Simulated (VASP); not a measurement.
# La (P6_3/mmc) in VASP: notebook, part 2 of 2

VASP 6.6.1.

## 4. Single point, LDA

INCAR reads:

```
SYSTEM = La
PREC = Accurate ; ENCUT = 400
EDIFF = 1E-6 ; ISMEAR = -1
SIGMA = 0.05 ; LREAL = .FALSE.
LASPH = .TRUE. ; NELM = 100
ALGO = Normal ; ISIF = 2
LWAVE = .FALSE. ; LCHARG = .FALSE.
GGA = CA ; ADDGRID = .FALSE.
```

KPOINTS reads:

```
Automatic mesh
0
G
  17 17 10
  0 0 0
```

POSCAR reads:

```
La
1.0
    3.7500000000      0.0000000000      0.0000000000
   -1.8750000000      3.2475952642      0.0000000000
    0.0000000000      0.0000000000      6.0700000000
La
2
Direct
    0.6666666667      0.3333333333      0.7500000000
    0.3333333333      0.6666666667      0.2500000000
```

Potentials or basis: VASP PAW LDA potentials, release 64 (La).

Launch:

```
cat potpaw_LDA.64/La/POTCAR > POTCAR
mpirun -np 1 vasp_std > vasp.out
```

OUTCAR:

```text
SYSTEM = La
   PREC = Accurate
   ENCUT = 400
   EDIFF = 1E-6
   ISMEAR = -1
   LREAL = .FALSE.
   LASPH = .TRUE.
   NELM = 100
   ISIF = 2
   GGA = CA

 Found    198 irreducible k-points:

 Following reciprocal coordinates:
            Coordinates               Weight
  0.000000  0.000000  0.000000      1.000000
  0.058824  0.000000  0.000000      6.000000
  0.117647 -0.000000  0.000000      6.000000
  0.176471  0.000000  0.000000      6.000000
  0.235294 -0.000000  0.000000      6.000000
  0.294118  0.000000  0.000000      6.000000
   k-points           NKPTS =    198   k-points in BZ     NKDIM =    198   number of bands    NBANDS=     15
   number of dos      NEDOS =    301   number of ions     NIONS =      2
   total plane-waves  NPLWV =  23040
   dimension x,y,z NGX =    24 NGY =   24 NGZ =   40
   dimension x,y,z NGXF=    48 NGYF=   48 NGZF=   80
   ions per type =               2
   NGX,Y,Z   is equivalent  to a cutoff of  10.64, 10.64, 10.96 a.u.
   NGXF,Y,Z  is equivalent  to a cutoff of  21.28, 21.28, 21.91 a.u.
 SYSTEM =  La
   PREC   = accura    normal or accurate (medium, high low for compatibility)
   ISTART =      0    job   : 0-new  1-cont  2-samecut
   ICHARG =      2    charge: 1-file 2-atom 10-const
   ISPIN  =      1    spin polarized calculation?
   LNONCOLLINEAR =      F non collinear calculations
   LSORBIT =      F    spin-orbit coupling
   LASPH  =      T    aspherical Exc in radial PAW
   ENCUT  =  400.0 eV  29.40 Ry    5.42 a.u.   6.12  6.12  9.90*2*pi/ulx,y,z
   NELM   =    100;   NELMIN=  2; NELMDL= -5     # of ELM steps
   EDIFF  = 0.1E-05   stopping-criterion for ELM
   LREAL  =      F    real-space projection
   EDIFFG = 0.1E-04   stopping-criterion for IOM
   NSW    =      0    number of steps for IOM
   IBRION =     -1    ionic relax: 0-MD 1-quasi-New 2-CG
   NFREE  =      0    steps in history (QN), initial steepest desc. (CG)
   ISIF   =      2    stress and relaxation
   ISYM   =      2    0-nonsym 1-usesym 2-fastsym
   POTIM  = 0.5000    time-step for ionic-motion
   TEBEG  =    0.0;   TEEND  =   0.0 temperature during run
   PSTRESS=    0.0 pullay stress
   NELECT =      22.0000    total number of electrons
   NUPDOWN=      -1.0000    fix difference up-down
   EMIN   =  10.00;   EMAX   =-10.00  energy-range for DOS
   EFERMI =   0.00;   METHOD = LEGACY
   ISMEAR =    -1;   SIGMA  =   0.05  broadening in eV -4-tet -1-fermi 0-gaus
   EFERMI_NEDOS =   21; number of points for ismear=-14 and -15
[... 18 lines left out ...]
   NGX = 13   NGY = 13   NGZ = 19

 number of electron      22.0000001 magnetization

 Free energy of the ion-electron system (eV)
  ---------------------------------------------------
  ext. energy  EPLUGINS =         0.00000000
  ---------------------------------------------------
  free energy    TOTEN  =       -11.00892336 eV

  energy without entropy =      -10.97598415  energy(sigma->0) =      -10.99245376

 E-fermi :   7.6888     XC(G=0):  -9.7836

 val. band max:        7.6817017228   @ k =   0.1176   0.0588   0.4000
 cond. band min:       7.6928839240   @ k =   0.3529   0.0000   0.4000
 fundamental gap:      0.0111822012
 Fermi energy:         7.6887803622

 k-point     1 :       0.0000    0.0000    0.0000
  band No.  band energies     occupation
      1     -25.0443      2.00000
      2     -24.8350      2.00000
      3      -9.4468      2.00000
      4      -8.2177      2.00000
      5      -8.2177      2.00000
      6      -8.0268      2.00000
      7      -8.0268      2.00000
      8      -7.9959      2.00000
      9       4.5035      2.00000
     10       5.9285      2.00000
     11       8.6938      0.00000
     12       8.9883      0.00000
     13       8.9908      0.00000
     14       9.0687      0.00000
[... 77 lines left out ...]
      2     -24.7880      2.00000
      3      -9.1173      2.00000
      4      -8.9352      2.00000
      5      -8.7252      2.00000
      6      -8.4310      2.00000
      7      -8.1558      2.00000
      8      -8.1340      2.00000
      9       6.0882      2.00000
     10       6.5889      2.00000
     11       7.3756      1.99620
     12       8.1310      0.00029
     13       8.7168      0.00000
     14       8.8138      0.00000
     15       9.0550      0.00000

 [... further k-points ...]

------------------------ aborting loop because EDIFF is reached ----------------------------------------

  FORCE on cell =-STRESS in cart. coord.  units (eV):
  Direction    XX          YY          ZZ          XY          YZ          ZX
  --------------------------------------------------------------------------------------
  -------------------------------------------------------------------------------------
  Total       -1.4139831     -1.4139831     -1.4048845      0.0000000      0.0000000      0.0000000
  in kB      -30.6459406    -30.6459406    -30.4487414      0.0000000      0.0000000      0.0000000
  external PRESSURE =     -30.5802075 kB  Pullay stress =       0.0000000 kB

 VOLUME and BASIS-vectors are now :
 -----------------------------------------------------------------------------
  energy-cutoff  :      400.00
  volume of cell :       73.92
      direct lattice vectors                 reciprocal lattice vectors
     3.750000000  0.000000000  0.000000000     0.266666667  0.153960072  0.000000000
    -1.875000000  3.247595264  0.000000000     0.000000000  0.307920144  0.000000000
     0.000000000  0.000000000  6.070000000     0.000000000  0.000000000  0.164744646

 POSITION                                       TOTAL-FORCE (eV/Angst)
 -----------------------------------------------------------------------------------
      1.87500      1.08253      4.55250         0.000000      0.000000      0.000000
     -0.00000      2.16506      1.51750        -0.000000      0.000000      0.000000
 -----------------------------------------------------------------------------------
    total drift:                                0.000000     -0.000000      0.000000

  FREE ENERGIE OF THE ION-ELECTRON SYSTEM (eV)
  ---------------------------------------------------
  free  energy   TOTEN  =       -11.0089233592 eV

  energy  without entropy=      -10.9759841546  energy(sigma->0) =      -10.99245376
```

OSZICAR:

```text
N       E                     dE             d eps       ncg     rms          rms(c)
DAV:   1     0.232324504736E+03    0.23232E+03   -0.71072E+03  5963   0.166E+03
DAV:   2     0.224339787930E+02   -0.20989E+03   -0.20824E+03  9034   0.338E+02
DAV:   3    -0.705297798769E+01   -0.29487E+02   -0.29090E+02 10248   0.145E+02
DAV:   4    -0.106931978339E+02   -0.36402E+01   -0.35920E+01 11826   0.467E+01
DAV:   5    -0.110149656464E+02   -0.32177E+00   -0.31976E+00  9705   0.128E+01    0.326E+00
DAV:   6    -0.110261611232E+02   -0.11195E-01   -0.49920E-01 11848   0.539E+00    0.162E+00
DAV:   7    -0.110105829803E+02    0.15578E-01   -0.38031E-02 10802   0.161E+00    0.496E-01
DAV:   8    -0.110088454120E+02    0.17376E-02   -0.38305E-03 11832   0.522E-01    0.557E-02
DAV:   9    -0.110089106605E+02   -0.65249E-04   -0.48125E-04 11680   0.172E-01    0.352E-02
DAV:  10    -0.110089234016E+02   -0.12741E-04   -0.52939E-05 11730   0.500E-02    0.239E-02
DAV:  11    -0.110089234087E+02   -0.70838E-08   -0.13053E-05  9544   0.395E-02    0.391E-03
DAV:  12    -0.110089233592E+02    0.49565E-07   -0.37803E-07  7130   0.930E-03
   1 F= -.11008923E+02 E0= -.10992454E+02  d E =-.329392E-01
```

Run time: 66 s. Hardware: 1 thread of AMD EPYC 9R45 (Zen 5), shared host; peak memory 0.24 GiB.

The run converged, but some of its settings lie outside the range that counts as converged, so its numbers aren't taken as properties of the crystal.

Results:

```
Free energy            : -11.0089 eV
Pressure               : -3.1 GPa
Band gap on the k mesh : none (metal or under the smearing width)
```

## 5. Single point, LDA

INCAR is that of step 4.

KPOINTS is that of step 4.

POSCAR reads:

```
La
1.0
    3.7500000000      0.0000000000      0.0000000000
   -1.8750000000      3.2475952642      0.0000000000
    0.0000000000      0.0000000000      6.0700000000
La
2
Direct
    0.6527560000      0.3219160000      0.7382770000
    0.3157440000      0.6620370000      0.2676620000
```

Potentials or basis: VASP PAW LDA potentials, release 64 (La).

Launch:

```
cat potpaw_LDA.64/La/POTCAR > POTCAR
mpirun -np 1 vasp_std > vasp.out
```

OUTCAR:

```text
SYSTEM = La
   PREC = Accurate
   ENCUT = 400
   EDIFF = 1E-6
   ISMEAR = -1
   LREAL = .FALSE.
   LASPH = .TRUE.
   NELM = 100
   ISIF = 2
   GGA = CA

 Found   1446 irreducible k-points:

 Following reciprocal coordinates:
            Coordinates               Weight
  0.000000  0.000000  0.000000      1.000000
  0.058824  0.000000  0.000000      2.000000
  0.000000  0.058824  0.000000      2.000000
 -0.058824  0.058824  0.000000      2.000000
  0.117647 -0.000000  0.000000      2.000000
[... 185 lines left out ...]

  FORCE on cell =-STRESS in cart. coord.  units (eV):
  Direction    XX          YY          ZZ          XY          YZ          ZX
  --------------------------------------------------------------------------------------
  -------------------------------------------------------------------------------------
  Total       -1.3664468     -1.3475267     -1.2270010      0.0113047      0.0121637     -0.0146160
  in kB      -29.6156634    -29.2055989    -26.5933852      0.2450128      0.2636288     -0.3167788
  external PRESSURE =     -28.4715492 kB  Pullay stress =       0.0000000 kB

 VOLUME and BASIS-vectors are now :
 -----------------------------------------------------------------------------
  energy-cutoff  :      400.00
  volume of cell :       73.92
      direct lattice vectors                 reciprocal lattice vectors
     3.750000000  0.000000000  0.000000000     0.266666667  0.153960072  0.000000000
    -1.875000000  3.247595264  0.000000000     0.000000000  0.307920144  0.000000000
     0.000000000  0.000000000  6.070000000     0.000000000  0.000000000  0.164744646

 POSITION                                       TOTAL-FORCE (eV/Angst)
 -----------------------------------------------------------------------------------
      1.84424      1.04545      4.48134        -0.008580      0.006646      0.213111
     -0.05728      2.15003      1.62471         0.008580     -0.006646     -0.213111
 -----------------------------------------------------------------------------------
    total drift:                               -0.000016     -0.000000     -0.000014

  FREE ENERGIE OF THE ION-ELECTRON SYSTEM (eV)
  ---------------------------------------------------
  free  energy   TOTEN  =       -10.9911122360 eV

  energy  without entropy=      -10.9593485894  energy(sigma->0) =      -10.97523041
```

It took 8.1 min on 1 thread of AMD EPYC 9R45 (Zen 5), shared host; peak memory 1.1 GiB.

These settings aren't checked as converged: the numbers below hold their error.

What came out:

```yaml
Free_energy: -10.9911 eV
Pressure: -2.8 GPa
Largest_force: 0.213 eV/Å
Band_gap_on_the_k_mesh: none (metal or under the smearing width)
```

## 6. For comparison

An earlier run on the cell as given: functional PBE; potentials or basis VASP PAW PBE potentials, release 64 (La); cutoff 520 eV; k mesh 8 × 8 × 5; occupations fermi-dirac, width 0.05 eV; no spin polarisation.

- Pressure: 0.7 GPa
- Band gap on the k mesh: none (metal or under the smearing width)
